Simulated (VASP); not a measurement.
CdTe (strained zincblende), r²SCAN single-point calculation: Ansatz's output and VASP's

```yaml
crystal:
  lattice:
    - [0.00000, 3.23961, 3.33170]
    - [3.23961, 0.00000, 3.33170]
    - [3.23961, 3.23961, 0.00000]
  atoms:
    - { symbol: Cd, position: [0.00000, 0.00000, 0.00000] }
    - { symbol: Te, position: [0.25000, 0.25000, 0.25000] }
```

Ansatz printed

```
SCF 1 converged in 6 iterations: F = -15264.133833 eV  dr2 = 8.52e-9
  greatest PAW one-centre occupation: 1.001 electrons in one spin orbital (limit 2), on the Cd atom at site 0 (counted from 0), in its partial waves of l = 1
NSCF: frozen V_eff on 6 k-points
SCF converged after 6 iterations
Free energy (F): -15264.133833 eV
Harris-Foulkes:  -15264.133833 eV  (|F-HF|=6.76e-9)
Internal energy: -15264.133833 eV  (E = F + TS)
E sigma→0 (E₀):  -15264.133833 eV
Fermi energy:    6.861967 eV
--- Per-component energies (eV) ---
  E_band       = -838.364245
  E_kinetic    = 685.417002
  E_local      = -5479.989087  (includes V_loc(G=0)·N_el)
  E_nonlocal   = -275.672234
  E_hartree    = 2759.261886
  E_xc         = -283.308735
  E_vxc        = -357.399473  (∫ρ·V_xc dr)
  E_paw        = -8792.998904  (= ΣΔE_a)
  E_vpaw       = -953.466675  (= ΣTr[D̂ρ^β])
  E_aug_tail   = -0.000032  (compensation charges beyond the density's cutoff)
  E_vtau       = 24.223256  (kinetic-family band-sum trace: ∫τ·v_τ [+ j·A + Jᵃ·Aᵃ] dr)
  E_ewald      = -3876.563814
  E_core_change = -0.279915  (= ΣΔE_core)
  E_smearing   = -0.000000  (= −TS)
  E_closure    = 0.000000  (closes the sum)
  Σ components = -15264.133833   (vs F -15264.133833, Δ=0.00e0)
--- Forces (eV/Å), atoms counted from 1 ---
  atom   1  Cd     0.00000000     0.00000000     0.00000000
  atom   2  Te    -0.00000000    -0.00000000     0.00000000
  max |Σ_I F_I| component: 5.55e-17 eV/Å
--- Stress (GPa, compression-positive) ---
        0.497966       0.000000       0.000000
       -0.000000       0.497966       0.000000
        0.000000       0.000000       0.001475
  P = ⅓ Tr σ = 0.3325 GPa (3.325 kbar)
--- Band table (eV; the first three rows and the last of 30) ---
  k-point 0: bands = ["-98.0511", "-58.2050", "-58.2050", "-58.1998", "-29.8757", "-29.8757", "-29.8705", "-29.8669", "-29.8604", "-4.5292", "-1.6795", "-1.6723", "-1.6723", "-1.4180", "-1.4156", "6.7642", "6.8620", "6.8620", "8.0171", "11.9015", "11.9015", "11.9125"]
  k-point 1: bands = ["-98.0511", "-58.2051", "-58.2050", "-58.1998", "-29.8757", "-29.8757", "-29.8704", "-29.8668", "-29.8604", "-4.4326", "-1.6593", "-1.6541", "-1.5866", "-1.4179", "-1.4172", "5.1902", "6.5705", "6.6565", "9.0495", "11.9330", "12.2469", "12.2479"]
  k-point 2: bands = ["-98.0511", "-58.2051", "-58.2050", "-58.1998", "-29.8757", "-29.8755", "-29.8703", "-29.8667", "-29.8604", "-4.2412", "-1.6282", "-1.6218", "-1.4155", "-1.4133", "-1.3009", "3.3425", "6.1841", "6.3067", "9.1477", "12.4314", "12.5667", "13.4448"]
  k-point 29: bands = ["-98.0510", "-58.2051", "-58.2051", "-58.1999", "-29.8752", "-29.8752", "-29.8710", "-29.8670", "-29.8600", "-4.0420", "-1.5157", "-1.5157", "-1.5048", "-1.3898", "-0.9474", "2.5359", "5.1022", "5.1022", "9.8561", "9.9773", "15.9645", "16.5222"]
```

Each program uses its own PAW datasets. VASP's cell holds 18 valence electrons and Ansatz's 36. Ansatz's stress includes a Pulay correction; VASP's doesn't.

What does VASP give for the same cell and level of theory?

gap between bands v and c 1.15 eV; least direct gap 1.15 eV; pressure 0.4 GPa.

From OUTCAR

```
k-points           NKPTS =     30   k-points in BZ     NKDIM =     30   number of bands    NBANDS=     16

   NELECT =      18.0000    total number of electrons

   dimension x,y,z NGX =    36 NGY =   36 NGZ =   36
   dimension x,y,z NGXF=    72 NGYF=   72 NGZF=   72

  energy-cutoff  :      520.00
  volume of cell :       69.93
      direct lattice vectors                 reciprocal lattice vectors
     0.000000000  3.239611669  3.331697465    -0.154339486  0.154339486  0.150073650
     3.239611669  0.000000000  3.331697465     0.154339486 -0.154339486  0.150073650
     3.239611669  3.239611669  0.000000000     0.154339486  0.154339486 -0.150073650

 k-points in reciprocal lattice and weights: KPOINTS created by Atomic Simulation Env
   0.00000000  0.00000000  0.00000000       0.005
   0.16666667 -0.00000000  0.00000000       0.037
   0.33333333 -0.00000000  0.00000000       0.037
   0.50000000 -0.00000000  0.00000000       0.019
   0.16666667  0.16666667  0.00000000       0.009
   0.33333333  0.16666667  0.00000000       0.037
   0.50000000  0.16666667  0.00000000       0.037
  -0.33333333  0.16666667  0.00000000       0.037
   ...

 E-fermi :   1.9327

 k-point     1 :       0.0000    0.0000    0.0000
  band No.  band energies     occupation
      1      -9.5099      2.00000
      2      -6.6216      2.00000
      3      -6.6142      2.00000
      4      -6.6142      2.00000
      5      -6.3550      2.00000
      6      -6.3528      2.00000
      7       1.7915      2.00000
      8       1.8894      2.00000
      9       1.8894      2.00000
     10       3.0370      0.00000
     11       6.9054      0.00000
     12       6.9054      0.00000
     13       6.9176      0.00000
     14       9.7385      0.00000
     15      11.4229      0.00000
     16      11.8371      0.00000

 k-point     2 :       0.1667   -0.0000    0.0000
  band No.  band energies     occupation
      1      -9.4129      2.00000
      2      -6.6012      2.00000
      3      -6.5958      2.00000
      4      -6.5290      2.00000
      5      -6.3548      2.00000
      6      -6.3545      2.00000
      7       0.2101      2.00000
      8       1.5963      2.00000
      9       1.6827      2.00000
     10       4.0716      0.00000
     11       6.9512      0.00000
     12       7.2524      0.00000
     13       7.2534      0.00000
     14      10.5738      0.00000
     15      10.8307      0.00000
     16      10.8750      0.00000

 k-point     3 :       0.3333   -0.0000    0.0000
  band No.  band energies     occupation
      1      -9.2200      2.00000
      2      -6.5697      2.00000
      3      -6.5632      2.00000
      4      -6.3528      2.00000
      5      -6.3503      2.00000
      6      -6.2438      2.00000
      7      -1.6421      2.00000
      8       1.2080      2.00000
      9       1.3312      2.00000
     10       4.1652      0.00000
     11       7.4363      0.00000
     12       7.5700      0.00000
     13       8.4811      0.00000
     14      10.3533      0.00000
     15      11.1887      0.00000
     16      11.2333      0.00000

 k-point     4 :       0.5000   -0.0000    0.0000
  band No.  band energies     occupation
      1      -9.1262      2.00000
      2      -6.5573      2.00000
      3      -6.5498      2.00000
      4      -6.3485      2.00000
      5      -6.3427      2.00000
      6      -6.0013      2.00000
      7      -2.4804      2.00000
      8       1.0378      2.00000
      9       1.1771      2.00000
     10       4.0515      0.00000
     11       7.3803      0.00000
     12       7.5393      0.00000
     13       9.2527      0.00000
     14      10.9725      0.00000
     15      12.5934      0.00000
     16      12.7608      0.00000

 k-point     5 :       0.1667    0.1667    0.0000
  band No.  band energies     occupation
      1      -9.3844      2.00000
      2      -6.5776      2.00000
      3      -6.5776      2.00000
      4      -6.5316      2.00000
      5      -6.3647      2.00000
      6      -6.3462      2.00000
      7       0.1552      2.00000
      8       1.3245      2.00000
      9       1.3245      2.00000
     10       4.6587      0.00000
     11       6.0303      0.00000
     12       7.8556      0.00000
     13       7.8556      0.00000
     14       9.2961      0.00000
     15      11.4237      0.00000
     16      12.0725      0.00000

 k-point     6 :       0.3333    0.1667    0.0000
  band No.  band energies     occupation
      1      -9.2260      2.00000
      2      -6.5549      2.00000
      3      -6.5416      2.00000
      4      -6.3925      2.00000
      5      -6.3421      2.00000
      6      -6.2865      2.00000
      7      -1.2073      2.00000
      8       0.7682      2.00000
      9       0.9400      2.00000
     10       5.1032      0.00000
     11       6.3452      0.00000
     12       7.9301      0.00000
     13       8.4629      0.00000
     14      10.1431      0.00000
     15      12.0843      0.00000
     16      12.1086      0.00000

 ...

  Total        0.2627749      0.2627749      0.0460095      0.0000000      0.0000000      0.0000000
  in kB        6.0202287      6.0202287      1.0540864      0.0000000      0.0000000      0.0000000
  external PRESSURE =       4.3648479 kB  Pullay stress =       0.0000000 kB

 POSITION                                       TOTAL-FORCE (eV/Angst)
 -----------------------------------------------------------------------------------
      0.00000      0.00000      0.00000         0.000000      0.000000     -0.000000
      1.61981      1.61981      1.66585        -0.000000     -0.000000      0.000000
 -----------------------------------------------------------------------------------
    total drift:                               -0.000001     -0.000001     -0.000001

  FREE ENERGIE OF THE ION-ELECTRON SYSTEM (eV)
  ---------------------------------------------------
  free  energy   TOTEN  =       -46.6383523524 eV

  energy  without entropy=      -46.6383523524  energy(sigma->0) =      -46.63835235
```
